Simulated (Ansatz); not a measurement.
**MgB2: LAPW beside PAW**

Does the method matter for MgB2? The same cell, functional and mesh are run with LAPW, all electrons, PAW on the default files and datasets made for this crystal.

Computed with Ansatz 0.2.0 (DFT PBE, scalar-relativistic, unless a step's input says otherwise).

1 further run of the same task is left out (set aside as unsound or not needed).

## 1. The starting structure

The structure is hexagonal, space group P6/mmm (No. 191). The conventional cell has a = 3.085 Å, b = 3.085 Å, c = 3.523 Å, α = 90.00°, β = 90.00°, γ = 120.00°. Mg (site symmetry 6/mmm) is surrounded by 12 B at 2.51 Å. B (site symmetry -6m2) is surrounded by 3 B at 1.78 Å and 6 Mg at 2.51 Å.

As a file:

```
CELL_PARAMETERS angstrom
3.08500 0.00000 0.00000
-1.54250 2.67169 0.00000
0.00000 0.00000 3.52300
ATOMIC_POSITIONS crystal
Mg 0.00000 0.00000 0.00000
B 0.33333 0.66667 0.50000
B 0.66667 0.33333 0.50000
```

Structure: COD 1000026, as refined from experiment and not relaxed.

Atoms are numbered in the order of the input: Mg1, B2, B3.

## 2. LAPW, all electrons

input.yaml reads:

```yaml
crystal:
  lattice:
    - [3.0850007055, 0.0, 0.0]
    - [-1.5425003528, 2.6716889817, 0.0]
    - [0.0, 0.0, 3.523]
  atoms:
    - { symbol: Mg, position: [0.0, 0.0, 0.0] }
    - { symbol: B, position: [0.3333333333, 0.6666666667, 0.5] }
    - { symbol: B, position: [0.6666666667, 0.3333333333, 0.5] }
kpoints:
  mp_grid: { grid: [15, 15, 12] }
  band_path:
    path:
      - [0.0, 0.0, 0.0]
      - [0.5, 0.0, 0.0]
      - [0.3333333333, 0.3333333333, 0.0]
      - [0.0, 0.0, 0.0]
      - [0.0, 0.0, 0.5]
      - [0.5, 0.0, 0.5]
      - [0.3333333333, 0.3333333333, 0.5]
      - [0.0, 0.0, 0.5]
      - [0.5, 0.0, 0.5]
    npoints: 14
scf:
  occupations: { method: fermi_dirac, width: 0.05 }
hamiltonian:
  xc: pbe
  pseudopotentials: { kind: all_electron, lapw: { basis_error: 0.0005 } }
output:
  forces: true
  stress: true
  eigenvalues: true
  populations: true
  dos: { projected: true, de: 0.2, e_range: [-14, 8] }
```

Command:

```console
$ ansatz run input.yaml --threads 1 --pin off --max-ram 4096MiB --backend cpu --events-out ev --progress --plain --runs-dir out
```

## 3. PAW on the default files

input.yaml, as its differences from that of step 2:

```diff
@@ -27,3 +27,3 @@
   xc: pbe
-  pseudopotentials: { kind: all_electron, lapw: { basis_error: 0.0005 } }
+  pseudopotentials: { kind: paw }
 output:
@@ -32,3 +32,9 @@
   eigenvalues: true
+  efg: { contact_densities: true }
   populations: true
+  bader: true
   dos: { projected: true, de: 0.2, e_range: [-14, 8] }
+  write_density: true
+  write_potential: true
+  elf: true
+  volumetric_format: npy
```

## 4. Datasets made for this crystal

input.yaml, as its differences from that of step 3:

```diff
@@ -22,3 +22,3 @@
       - [0.5, 0.0, 0.5]
-    npoints: 14
+    npoints: 8
 scf:
@@ -27,3 +27,3 @@
   xc: pbe
-  pseudopotentials: { kind: paw }
+  pseudopotentials: { kind: all_electron, datasets: crystal }
 output:
@@ -33,8 +33 @@
   efg: { contact_densities: true }
-  populations: true
-  bader: true
-  dos: { projected: true, de: 0.2, e_range: [-14, 8] }
-  write_density: true
-  write_potential: true
-  elf: true
-  volumetric_format: npy
```

(Steps that only read results are left out.)

Q: Predict the outcome of this session. Wanted: pressure; gap; Bader charges; highest ELF.

**Answer**, as computed:

| quantity | value |
| --- | --- |
| pressure | LAPW -1.09, PAW -1.05, crystal datasets -1.09 GPa |
| gap (LAPW) | none |
| Bader charges (PAW) | Mg1 +1.63, B2 -0.82 e |
| highest ELF (PAW) | 0.92, 0.89 Å from B |

**Reading.** At this geometry the cell is under tension of 1.1 GPa, so it would shrink if let go. Bands cross the Fermi level: the crystal is a metal at this level. Within 0.3 eV of the Fermi level the largest projected share is B 2p (95 %). The projection holds only the free atom's occupied shells (Mg 3s, B 2s, B 2p in this range). The field gradient at B2, the largest by crystal datasets, is 1.68 by PAW and 1.72 by crystal datasets (10²¹ V/m²), within 5 %. In pressure, PAW differs from LAPW by +0.05 GPa. LAPW took about 1.8 times as long as PAW (33 s against 18 s, on a shared host and with the outputs that each input asks for).
